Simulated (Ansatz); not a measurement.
The system is MnO.

```
Mn O
1.0
    -1.48474    2.57165    2.89807
     2.96949    0.00000    2.89807
     1.48474    2.57165    0.00000
Mn O
2 2
Cartesian
  0.0000 0.0000 0.0000
  1.4847 2.5717 2.8981
  1.4847 0.8572 1.4490
  2.9695 3.4289 4.3471
```

Measurements of this composition are mostly on another form, of space group No. 225.

The cell isn't the ideal one: another cell of the same crystal, with 4 atoms.

Program: Ansatz 0.2.0. Alike in all runs: task single point; potentials or basis Ansatz PAW; cell another cell of the same crystal, with 4 atoms; k mesh 7 × 7 × 7; cutoff (eV) 420; smearing gaussian 0.05 eV.

**Question.** Order these runs on this cell by their pressure, lowest first.
A. level PBE+U; spin collinear, antiferromagnetic start; U Mn d U = 6 eV; hubbard projectors ortho-atomic (the default); double counting fll (the default)
B. level PBE+U; spin collinear, ferrimagnetic start; U Mn d U = 2 eV; hubbard projectors ortho-atomic (the default); double counting fll (the default)
C. level LDA; spin collinear, antiferromagnetic start

**Answer.** C (-20.5 GPa), B (-0.5 GPa), A (7.3 GPa).

Caveats: the magnetic or orbital state may not be the lowest (some runs); so large a pressure means that the cell lies far from this level's equilibrium, or that cutoff or potentials fall short (some runs); the PAW data sets come from PBE, with cores solved anew for the run's functional, which leaves a small shift of forces and pressure (some runs).
